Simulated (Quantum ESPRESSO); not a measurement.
HfO2:

```xyz
12
Lattice="5.2195 0.0000 0.0000 0.0000 5.0048 0.0000 0.0000 0.0000 5.0327" Properties=species:S:1:pos:R:3 pbc="T T T"
Hf    5.0472    3.6661    3.7314
Hf    2.7820    3.6661    1.2151
Hf    2.4375    1.3387    3.7314
Hf    0.1723    1.3387    1.2151
O     3.2994    4.6477    4.4251
O     4.5298    4.6477    1.9087
O     1.2211    2.7020    2.4776
O     1.3886    2.7020    4.9939
O     3.9984    2.3028    4.9939
O     3.8308    2.3028    2.4776
O     0.6896    0.3571    4.4251
O     1.9201    0.3571    1.9087
```

Measurements of this composition are mostly on another form, of space group No. 14.

- Program: Quantum ESPRESSO 7.5
- Task: single point
- Functional: PBE
- Potentials or basis: SSSP 1.3 efficiency PBE
- Cutoff: 816 eV
- Density cutoff: 5987 eV
- k mesh: 5 × 6 × 5
- Occupations: fermi-dirac, width 0.05 eV
- Spin: no spin polarisation

On this cell: pressure 7.6 GPa; largest force 0.085 eV/Å; band gap on the k mesh 4.48 eV, indirect (least direct gap 4.68 eV).

The same run follows on a disturbed copy (atoms moved at random, drawn with an rms of 0.05 Å):

```xyz
12
Lattice="5.2195 0.0000 0.0000 0.0000 5.0048 0.0000 0.0000 0.0000 5.0327" Properties=species:S:1:pos:R:3 pbc="T T T"
Hf    5.0197    3.6641    3.7182
Hf    2.7781    3.6841    1.2170
Hf    2.4454    1.3584    3.7953
Hf    0.1942    1.3100    1.2622
O     3.2763    4.6378    4.4327
O     4.5326    4.6598    1.9304
O     1.2521    2.6660    2.5159
O     1.4413    2.7087    4.9743
O     3.9913    2.2802    5.0000
O     3.8785    2.2804    2.4541
O     0.6482    0.3194    4.3952
O     1.8792    0.3641    1.9204
```

Question: What changes?

Answer: The energy moves by +16.9 meV/atom; pressure 8.4 GPa; largest force 1.204 eV/Å; band gap on the k mesh 4.41 eV, indirect (least direct gap 4.70 eV).

Forces on the atoms (eV/Å):
```
Hf   0.413 -0.554  0.301
Hf   0.046 -0.369  0.322
Hf   0.102 -0.212 -0.927
Hf  -0.312  0.685 -0.704
O    0.056 -0.142  0.071
O   -0.423 -0.477 -0.130
O   -0.107  0.622 -0.445
O   -0.884 -0.049  0.735
O    0.337  0.170 -0.074
O   -0.684  0.032  0.356
O    0.599  0.880  0.563
O    0.858 -0.586 -0.067
```

Stress tensor (GPa, compression positive):
```
 8.22 -0.39  0.74
-0.39  9.11  0.73
 0.74  0.73  7.81
```

Caveats: spin-orbit coupling is left out, which moves the levels of the heavy elements; an odd mesh through Γ misses points on the zone boundary, where band edges often lie.
